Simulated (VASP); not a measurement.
Here is a VASP 6.6.1 calculation.

File INCAR:

```
PREC = Accurate
ENCUT = 520
EDIFF = 1E-7
ISMEAR = 0
SIGMA = 0.02
LREAL = False
LASPH = True
NELM = 60
ALGO = Normal
ISIF = 3
LWAVE = False
LCHARG = False
IBRION = 2
NSW = 80
EDIFFG = -0.002
```

KPOINTS

```
regular mesh
0
Gamma
  12 12 6
```

Contents of POSCAR:

```
HfS2
1.0
    3.6396641800      0.0000000000      0.0000000000
   -1.8198320900      3.1520416400      0.0000000000
    0.0000000000      0.0000000000      6.0555624700
Hf S
1 2
Direct
    0.0000000000      0.0000000000      0.0000000000
    0.6666666700      0.3333333300      0.7639520500
    0.3333333300      0.6666666700      0.2360479500
```

Potentials or basis: VASP PAW LDA potentials, release 64 (Hf_pv, S).

The run is started by

```bash
$ cat potpaw_LDA.64/Hf_pv/POTCAR potpaw_LDA.64/S/POTCAR > POTCAR
$ mpirun -np 1 vasp_std > vasp.out
```

Problem. What does it give for the relaxed cell?

Solution. a = 3.554 Å, b = 3.554 Å, c = 5.679 Å, α = 90.00°, β = 90.00°, γ = 120.00°.

Problem. What does it give for the band gap on the k mesh?

Solution. 0.61 eV, indirect (least direct gap 1.57 eV).

Final structure:
```cif
data_structure
_symmetry_space_group_name_H-M 'P 1'
_symmetry_Int_Tables_number 1
_cell_length_a 3.5537
_cell_length_b 3.5537
_cell_length_c 5.6788
_cell_angle_alpha 90.000
_cell_angle_beta 90.000
_cell_angle_gamma 120.000
_cell_volume 62.11
loop_
_atom_site_label
_atom_site_type_symbol
_atom_site_fract_x
_atom_site_fract_y
_atom_site_fract_z
_atom_site_occupancy
Hf1 Hf 0.00000 0.00000 0.00000 1
S1 S 0.66667 0.33333 0.74563 1
S2 S 0.33333 0.66667 0.25437 1
```

Caveat: spin-orbit coupling is left out, which moves the levels of the heavy elements. A k mesh can miss the band edges.
